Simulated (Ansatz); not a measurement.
**Effect of pressure 18 GPa on InCuS2**

Base system: InCuS2 in the chalcopyrite structure (space group I-42d, No. 122; a = 5.5220 Å, c = 11.1303 Å).

Modification: a hydrostatic pressure of 18 GPa.

Level of theory: r2SCAN in Ansatz (plane waves to 500 eV, PAW, spin-orbit coupling left out). Γ-centred 9×9×9 mesh, Fermi–Dirac width 0.05 eV.

The volume per atom shrinks by 3.22 Å³ (21.21 Å³ → 17.99 Å³) and the density grows by 0.85 g/cm³ to 5.60 g/cm³. The lattice parameter a falls by 0.312 Å to 5.210 Å and the c/a ratio grows by 0.019, from 2.016 to 2.035. The shortest interatomic distance shrinks by 0.142 Å to 2.169 Å and the enthalpy H = E + PV relative to the base's energy amounts to +2.18 eV/atom. The band gap grows by 0.516 eV to 0.87 eV and the gap character is still direct at Γ. The width of the top valence band rises by 0.43 eV to 1.22 eV and the electron mass becomes 0.14 mₑ along c, 0.12 mₑ across (at Γ) (base: 0.079 mₑ along c, 0.074 mₑ across (at Γ)). The valence-band top at Γ (three highest levels, from the VBM) becomes 0.00, 0.00, -0.05 eV (base: 0.00, -0.02, -0.02 eV).

Final structure:

```yaml
crystal:
  lattice:
    - [-2.60520, 2.60520, 5.30086]
    - [2.60520, -2.60520, 5.30086]
    - [2.60520, 2.60520, -5.30086]
  atoms:
    - { symbol: Cu, position: [0.75000, 0.25000, 0.50000] }
    - { symbol: Cu, position: [0.00000, 0.00000, 0.00000] }
    - { symbol: In, position: [0.25000, 0.75000, 0.50000] }
    - { symbol: In, position: [0.50000, 0.50000, 0.00000] }
    - { symbol: S, position: [0.08979, 0.12500, 0.46479] }
    - { symbol: S, position: [0.66021, 0.62500, 0.53521] }
    - { symbol: S, position: [0.37500, 0.91021, 0.03521] }
    - { symbol: S, position: [0.87500, 0.33979, 0.96479] }
```

Load acts through the strain it causes; cell and atoms are relaxed under it. Masses are band curvatures over ±0.01 Å⁻¹ around the edge. Stability against distortions was not tested. No other phases were tried under pressure. The final runs are not spin-polarised.

Ansatz is a program for electronic structure.
